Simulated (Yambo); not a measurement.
# AlN (P6_3mc) in Yambo: a series of runs

One crystal, AlN, is run at these levels: PBE; tasks: GW quasiparticle levels, G0W0 quasiparticle levels.

All numbers are computed with Yambo 5.3.0; they aren't measurements. Logs are shortened: lines on timing, memory, paths and dates and some standing lists are left out, and cuts for length are marked.

### Step 1. The crystal as given

The structure is hexagonal, space group P6_3mc (No. 186). Conventional cell: a = 3.113 Å, b = 3.113 Å, c = 4.981 Å, α = 90.00°, β = 90.00°, γ = 120.00°. Around Al (site symmetry 3m) lie 4 N at 1.89 Å. N (site symmetry 3m) has 4 Al at 1.89 Å as nearest neighbours.

### Step 2. GW quasiparticle levels, PBE

Input file gw3.in:

```
gw0
dyson
el_el_corr
rim_cut
HF_and_locXC
ppa
em1d
RandQpts= 1000000
RandGvec= 50 RL
EXXRLvcs= 84 Ry
VXCRLvcs= 84 Ry
Chimod= "HARTREE"
% BndsRnXp
 1 | 88 |
%
NGsBlkXp= 12 Ry
% LongDrXp
 1 | 1 | 1 |
%
PPAPntXp= 27.21138 eV
% GbndRnge
 1 | 88 |
%
GTermKind= "BG"
DysSolver= "n"
ExtendOut
% QPkrange
 1 | 6 | 6 | 12 |
%
```

Input file scf.in:

```
&CONTROL
  calculation = 'scf'
  prefix = 'pwscf'
  outdir = './tmp'
  pseudo_dir = './pseudo'
/
&SYSTEM
  ibrav = 0
  nat = 4
  ntyp = 2
  ecutwfc = 84
  nbnd = 14
  occupations = 'smearing'
  smearing = 'fd'
  degauss = 0.00367493
  force_symmorphic = .true.
/
&ELECTRONS
  conv_thr = 8d-10
  electron_maxstep = 120
  mixing_beta = 0.5
/
ATOMIC_SPECIES
Al    26.9815 Al.upf
N     14.0070 N.upf
CELL_PARAMETERS angstrom
   3.1130000000    0.0000000000    0.0000000000
  -1.5565000000    2.6959370820    0.0000000000
   0.0000000000    0.0000000000    4.9810000000
ATOMIC_POSITIONS crystal
Al     0.6666666667    0.3333333333    0.5000000000
Al     0.3333333333    0.6666666667    0.0000000000
N      0.6666666667    0.3333333333    0.8800000000
N      0.3333333333    0.6666666667    0.3800000000
K_POINTS automatic
12 12 6 0 0 0
```

Input file nscf.in:

```
&CONTROL
  calculation = 'nscf'
  prefix = 'pwscf'
  outdir = './tmp'
  pseudo_dir = './pseudo'
/
&SYSTEM
  ibrav = 0
  nat = 4
  ntyp = 2
  ecutwfc = 84
  nbnd = 88
  occupations = 'fixed'
  force_symmorphic = .true.
/
&ELECTRONS
  conv_thr = 1d-08
  diago_full_acc = .true.
  diago_thr_init = 1d-06
/
ATOMIC_SPECIES
Al    26.9815 Al.upf
N     14.0070 N.upf
CELL_PARAMETERS angstrom
   3.1130000000    0.0000000000    0.0000000000
  -1.5565000000    2.6959370820    0.0000000000
   0.0000000000    0.0000000000    4.9810000000
ATOMIC_POSITIONS crystal
Al     0.6666666667    0.3333333333    0.5000000000
Al     0.3333333333    0.6666666667    0.0000000000
N      0.6666666667    0.3333333333    0.8800000000
N      0.3333333333    0.6666666667    0.3800000000
K_POINTS automatic
3 3 2 0 0 0
```

Input file gw3_1.in:

```
gw0
dyson
el_el_corr
rim_cut
HF_and_locXC
ppa
em1d
RandQpts= 1000000
RandGvec= 50 RL
EXXRLvcs= 84 Ry
VXCRLvcs= 84 Ry
Chimod= "HARTREE"
% BndsRnXp
 1 | 88 |
%
NGsBlkXp= 12 Ry
% LongDrXp
 1 | 1 | 1 |
%
PPAPntXp= 27.21138 eV
% GbndRnge
 1 | 88 |
%
GTermKind= "BG"
DysSolver= "n"
ExtendOut
% QPkrange
 1 | 6 | 6 | 12 |
%
GfnQPdb= "E < gw3/ndb.QP"
```

Input file gw3_2.in:

```
gw0
dyson
el_el_corr
rim_cut
HF_and_locXC
ppa
em1d
RandQpts= 1000000
RandGvec= 50 RL
EXXRLvcs= 84 Ry
VXCRLvcs= 84 Ry
Chimod= "HARTREE"
% BndsRnXp
 1 | 88 |
%
NGsBlkXp= 12 Ry
% LongDrXp
 1 | 1 | 1 |
%
PPAPntXp= 27.21138 eV
% GbndRnge
 1 | 88 |
%
GTermKind= "BG"
DysSolver= "n"
ExtendOut
% QPkrange
 1 | 6 | 6 | 12 |
%
GfnQPdb= "E < gw3_1/ndb.QP"
```

Input file gw3_3.in:

```
gw0
dyson
el_el_corr
rim_cut
HF_and_locXC
ppa
em1d
RandQpts= 1000000
RandGvec= 50 RL
EXXRLvcs= 84 Ry
VXCRLvcs= 84 Ry
Chimod= "HARTREE"
% BndsRnXp
 1 | 88 |
%
NGsBlkXp= 12 Ry
% LongDrXp
 1 | 1 | 1 |
%
PPAPntXp= 27.21138 eV
% GbndRnge
 1 | 88 |
%
GTermKind= "BG"
DysSolver= "n"
ExtendOut
% QPkrange
 1 | 6 | 6 | 12 |
%
GfnQPdb= "E < gw3_2/ndb.QP"
```

Potentials or basis: PseudoDojo 0.4.1 SR PBE standard.

Started as:

```bash
OMP_NUM_THREADS=1 pw.x -in scf.in > scf.out
OMP_NUM_THREADS=1 pw.x -in nscf.in > nscf.out
cd tmp/pwscf.save; p2y; mv SAVE ../..; cd ../..
OMP_NUM_THREADS=1 yambo
mkdir -p gw3; ln -s $PWD/g0w00/ndb.RIM gw3/
OMP_NUM_THREADS=1 yambo -F gw3.in -J gw3 -C gw3_out
mkdir -p gw3_1; ln -s $PWD/gw3/ndb.pp* gw3_1/
mkdir -p gw3_1; ln -s $PWD/g0w00/ndb.RIM gw3_1/
OMP_NUM_THREADS=1 yambo -F gw3_1.in -J gw3_1 -C gw3_1_out
# levels in gw3_1/ndb.QP reset to Eo + Z (Sx + Sc(Eo) - Vxc - shift), the shift holding the valence top or Fermi level at zero
mkdir -p gw3_2; ln -s $PWD/gw3/ndb.pp* gw3_2/
mkdir -p gw3_2; ln -s $PWD/g0w00/ndb.RIM gw3_2/
OMP_NUM_THREADS=1 yambo -F gw3_2.in -J gw3_2 -C gw3_2_out
# levels in gw3_2/ndb.QP reset to Eo + Z (Sx + Sc(Eo) - Vxc - shift), the shift holding the valence top or Fermi level at zero
mkdir -p gw3_3; ln -s $PWD/gw3/ndb.pp* gw3_3/
mkdir -p gw3_3; ln -s $PWD/g0w00/ndb.RIM gw3_3/
OMP_NUM_THREADS=1 yambo -F gw3_3.in -J gw3_3 -C gw3_3_out
# levels in gw3_3/ndb.QP reset to Eo + Z (Sx + Sc(Eo) - Vxc - shift), the shift holding the valence top or Fermi level at zero
```

Yambo's report:

```text
[... sections 02.01 to 02.04 as in the set-up run ...]

  [02.05] Energies & Occupations
  ==============================

  [X] === General ===
  [X] Electronic Temperature                        :  0.000000  0.000000 [eV K]
  [X] Bosonic    Temperature                        :  0.000000  0.000000 [eV K]
  [X] Finite Temperature mode                       : no
  [X] El. density                                   :  0.38275E+24 [cm-3]
  [X] Fermi Level                                   :  7.105999 [eV]

  [X] === Gaps and Widths ===
  [X] Conduction Band Min                           :  4.220893 [eV]
  [X] Valence Band Max                              :  0.000000 [eV]
  [X] Filled Bands                                  :   8
  [X] Empty Bands                                   :    9   88
  [X] Direct Gap                                    :  4.220893 [eV]
  [X] Direct Gap localized at k                     :  1
  [X] Indirect Gap                                  :  4.220893 [eV]
  [X] Indirect Gap between kpts                     :  1  1
  [X] Last valence band width                       :  2.371041 [eV]
  [X] 1st conduction band width                     :  3.218395 [eV]

 [03] Transferred momenta grid and indexing
 ==========================================

 IBZ Q-points                                      :   6
 BZ  Q-points                                      :  18

 K/Q-points units:
 rlu = crystal or reduced units; cc = cartesian coordinates; iku = interal k-units

 Q [1]          [rlu]:  0.000000  0.000000  0.000000
 Q [2]          [rlu]:  0.000000  0.000000 -0.500000
 Q [3]          [rlu]: -0.40821E-19  0.33333       0.0000
 Q [4]          [rlu]: -0.40821E-19  0.33333     -0.50000
 Q [5]          [rlu]:  0.333333  0.333333  0.000000
 Q [6]          [rlu]:  0.333333  0.333333 -0.500000

 [04] Coloumb potential Random Integration (RIM)
 ===============================================

 Summary of Coulomb integrals for non-metallic bands |Q|[au] RIM/Bare

 Q [1] 0.100000E-4 0.987311 * Q [2] 0.333760 0.999439
 Q [3] 0.411102 1.082129 * Q [4] 0.529529 1.045629
[... 217 lines left out ...]

  Legend (energies in eV)
  - B  : Band       - Eo  : bare energy
  - E  : QP energy  - Z   : Renormalization factor
  - So : Sc(Eo)     - S   : Sc(E)
  - dSp: Sc derivative precision

  - lXC: Local XC (Perdew, Burke & Ernzerhof(X)+Perdew, Burke & Ernzerhof(C))
  -nlXC: non-Local XC (Hartree-Fock)

  QP [eV] @ K [1] (iku):  0.000000  0.000000  0.000000
   B=6 Eo= -0.18 E= -1.02 E-Eo= -0.84 Re(Z)=0.79 Im(Z)=-0.118333E-2 nlXC= -21.0902 lXC= -16.9848 So=  3.04987
   B=7 Eo= -0.18 E= -1.00 E-Eo= -0.82 Re(Z)=0.79 Im(Z)=-0.118337E-2 nlXC= -21.0903 lXC= -16.9848 So=  3.07571
   B=8 Eo=  0.00 E= -0.76 E-Eo= -0.76 Re(Z)=0.79 Im(Z)=-0.116632E-2 nlXC= -20.9194 lXC= -17.0755 So=  2.88523
   B=9 Eo=  4.22 E=  4.84 E-Eo=  0.62 Re(Z)=0.82 Im(Z)=-0.105122E-2 nlXC= -7.80161 lXC= -12.4883 So= -3.93024
   B=10 Eo=  6.68 E=  7.33 E-Eo=  0.65 Re(Z)=0.83 Im(Z)=-0.102949E-2 nlXC= -5.62993 lXC= -10.7821 So= -4.36309
   B=11 Eo= 10.59 E= 11.71 E-Eo=  1.12 Re(Z)=0.79 Im(Z)= 0.513379E-2 nlXC= -7.30778 lXC= -14.0419 So= -5.31109
   B=12 Eo= 11.19 E= 11.85 E-Eo=  0.65 Re(Z)=0.83 Im(Z)=-0.232136E-3 nlXC= -3.95868 lXC= -9.58005 So= -4.82951

  QP [eV] @ K [2] (iku):  0.000000  0.000000 -0.500000
   B=6 Eo= -0.52 E= -1.39 E-Eo= -0.88 Re(Z)=0.79 Im(Z)=-0.119664E-2 nlXC= -20.9740 lXC= -16.7230 So=  3.14322
   B=7 Eo= -0.51 E= -1.41 E-Eo= -0.89 Re(Z)=0.79 Im(Z)=-0.119649E-2 nlXC= -20.9739 lXC= -16.7229 So=  3.12260
   B=8 Eo= -0.51 E= -1.39 E-Eo= -0.88 Re(Z)=0.79 Im(Z)=-0.119657E-2 nlXC= -20.9740 lXC= -16.7229 So=  3.14243
   B=9 Eo=  6.47 E=  7.23 E-Eo=  0.77 Re(Z)=0.82 Im(Z)=-0.110072E-2 nlXC= -7.57038 lXC= -12.7620 So= -4.25059
   B=10 Eo=  6.47 E=  7.23 E-Eo=  0.77 Re(Z)=0.82 Im(Z)=-0.110013E-2 nlXC= -7.57041 lXC= -12.7620 So= -4.25067
   B=11 Eo= 10.35 E= 11.14 E-Eo=  0.79 Re(Z)=0.81 Im(Z)=-0.719656E-3 nlXC= -5.19038 lXC= -11.1406 So= -4.97136
   B=12 Eo= 10.35 E= 11.14 E-Eo=  0.79 Re(Z)=0.81 Im(Z)=-0.260485E-3 nlXC= -5.19040 lXC= -11.1406 So= -4.97140
[... 28 lines left out ...]
  QP [eV] @ K [6] (iku):  0.333333  0.500000 -0.500000
   B=6 Eo= -3.83 E= -5.12 E-Eo= -1.29 Re(Z)=0.79 Im(Z)=-0.276596E-3 nlXC= -18.4587 lXC= -13.4825 So=  3.34000
   B=7 Eo= -0.78 E= -1.69 E-Eo= -0.91 Re(Z)=0.79 Im(Z)=-0.119539E-2 nlXC= -20.6583 lXC= -16.4572 So=  3.05892
   B=8 Eo= -0.78 E= -1.69 E-Eo= -0.91 Re(Z)=0.79 Im(Z)=-0.119532E-2 nlXC= -20.6582 lXC= -16.4572 So=  3.05890
   B=9 Eo=  7.44 E=  8.19 E-Eo=  0.75 Re(Z)=0.82 Im(Z)=-0.119073E-2 nlXC= -6.26588 lXC= -11.4783 So= -4.30129
   B=10 Eo=  7.44 E=  8.19 E-Eo=  0.75 Re(Z)=0.82 Im(Z)=-0.110257E-2 nlXC= -6.26587 lXC= -11.4783 So= -4.30127
   B=11 Eo=  7.88 E=  8.51 E-Eo=  0.63 Re(Z)=0.83 Im(Z)=-0.103763E-2 nlXC= -5.10243 lXC= -10.3091 So= -4.44818
   B=12 Eo=  7.88 E=  8.51 E-Eo=  0.63 Re(Z)=0.83 Im(Z)=-0.103078E-2 nlXC= -5.10243 lXC= -10.3091 So= -4.44808

  [WR./gw3//ndb.QP]---------------------------------------------------------------
   Lattice constants                                :  5.882717  5.094583  9.412726
   Coulomb cutoff potential                         : none
   Electronic Temperature                           :  0.000000 [K]
   Bosonic    Temperature                           :  0.000000 [K]
   Green`s function   energies                      : Perdew, Burke & Ernzerhof(X)+Perdew, Burke & Ernzerhof(C)
   wavefunctions                                    : Perdew, Burke & Ernzerhof(X)+Perdew, Burke & Ernzerhof(C)
   PPA    diel. fun.  energies                      : Perdew, Burke & Ernzerhof(X)+Perdew, Burke & Ernzerhof(C)
   wavefunctions                                    : Perdew, Burke & Ernzerhof(X)+Perdew, Burke & Ernzerhof(C)
   QP tot states                                    :   42
   GW solver                                        : Newton
   GW approximation                                 : PPA
   PPA imaginary Energy                             :  27.21138 ev
   RIM G`s                                          :   55
   RIM random pts                                   :  1000000
   dS/dw steps                                      :  2
   dS/dw step                                       :  0.100000 ev
   X G`s                                            :  221 used
   X G`s                                            :  221 disk
   X bands                                          :    1   88
   X poles                                          :  100.0000 o/o
   X e/h E range                                    : -1.000000 -1.000000 ev
   X Hxc Kernel                                     : HARTREE
   X BZ energy Double Grid                          : no
   X Optical Averaged directions                    : none
   Sc/G bands                                       :    1   88
   Sc/G damping                                     :  0.100000 ev
   Sc bands terminator                              : yes
   Sc terminator kind                               : BG
   Sc Terminator pole                               :  40.81708
   Sx RL components                                 :   3705

   QP @ state[ 1 ] K range                          :   1   6
   QP @ state[ 1 ] b range                          :   6  12
   GF energies kind                                 : Perdew, Burke & Ernzerhof(X)+Perdew, Burke & Ernzerhof(C)
   GF WF`s kind                                     : Perdew, Burke & Ernzerhof(X)+Perdew, Burke & Ernzerhof(C)
   Xs energies kind                                 : Perdew, Burke & Ernzerhof(X)+Perdew, Burke & Ernzerhof(C)
   Xs WF`s kind                                     : Perdew, Burke & Ernzerhof(X)+Perdew, Burke & Ernzerhof(C)
```

o-gw3.qp:

```text
# GW solver                                       : Newton
# GW approximation                                : PPA
# PPA imaginary Energy                            :   27.2113800    [ev]
[... 71 lines left out ...]
         6                 11                 7.879499           8.509454           0.629956          -10.30913          -5.102429          -4.448179          -4.576743          -5.552474           0.830529          -0.001038          -14.33149           45.92768
         6                 12                 7.879500           8.509538           0.630038          -10.30913          -5.102432          -4.448078          -4.576657          -5.552373           0.830532          -0.001031          -14.32553           45.94677
#
```

What came out:

```
Band gap on the k mesh, mean-field level          : 4.22 eV, direct
Quasiparticle gap                                 : 5.84 eV
Least direct quasiparticle gap                    : 5.84 eV
Quasiparticle gap at Γ                            : 5.84 eV
Band gap of the same states before the correction : 4.22 eV
```

Quasiparticle terms (eV):
```csv
k point,band,Kohn-Sham level,Vxc,Σx,Σc,Z,result
"(0.000, 0.000, 0.000)",6,-0.18,-16.98,-21.09,3.11,0.80,-0.27
"(0.000, 0.000, 0.000)",7,-0.18,-16.98,-21.09,3.14,0.80,-0.25
"(0.000, 0.000, 0.000)",8,0.00,-17.08,-20.92,2.96,0.80,0.00
"(0.000, 0.000, 0.000)",9,4.22,-12.49,-7.80,-3.64,0.84,5.84
"(0.000, 0.000, 0.000)",10,6.68,-10.78,-5.63,-4.03,0.85,8.38
"(0.000, 0.000, 0.000)",11,10.59,-14.04,-7.31,-4.82,0.81,12.86
"(0.000, 0.000, 0.000)",12,11.19,-9.58,-3.96,-4.44,0.85,12.94
"(0.000, 0.000, -0.500)",6,-0.52,-16.72,-20.97,3.19,0.80,-0.65
"(0.000, 0.000, -0.500)",7,-0.51,-16.72,-20.97,3.17,0.80,-0.67
"(0.000, 0.000, -0.500)",8,-0.51,-16.72,-20.97,3.19,0.80,-0.65
"(0.000, 0.000, -0.500)",9,6.47,-12.76,-7.57,-3.90,0.83,8.28
"(0.000, 0.000, -0.500)",10,6.47,-12.76,-7.57,-3.90,0.83,8.28
"(0.000, 0.000, -0.500)",11,10.35,-11.14,-5.19,-4.55,0.83,12.25
"(0.000, 0.000, -0.500)",12,10.35,-11.14,-5.19,-4.55,0.83,12.25
"(0.000, 0.333, 0.000)",6,-1.82,-15.55,-20.25,3.34,0.80,-2.19
"(0.000, 0.333, 0.000)",7,-0.87,-16.11,-20.22,3.02,0.80,-1.03
"(0.000, 0.333, 0.000)",8,-0.52,-16.72,-20.94,3.17,0.80,-0.65
"(0.000, 0.333, 0.000)",9,6.26,-10.68,-5.77,-3.83,0.85,7.91
"(0.000, 0.333, 0.000)",10,6.73,-10.29,-5.30,-3.92,0.85,8.39
"(0.000, 0.333, 0.000)",11,7.98,-12.09,-6.65,-4.07,0.84,9.86
```

Caveat: the k mesh is coarse (spacing up to 0.78 Å⁻¹), so the values aren't converged; the screening block or the number of bands is too small for a converged GW gap; between passes the levels were reset to the linearisation about the Kohn-Sham level, since this version mixes two points of expansion; the levels printed in its table differ; this version prints the column dSc/dw multiplied by 27.2; the terminator is approximate in this version, by hundredths of an eV; an odd mesh through Γ misses points on the zone boundary, where band edges often lie.

[end of part 1 of 2]
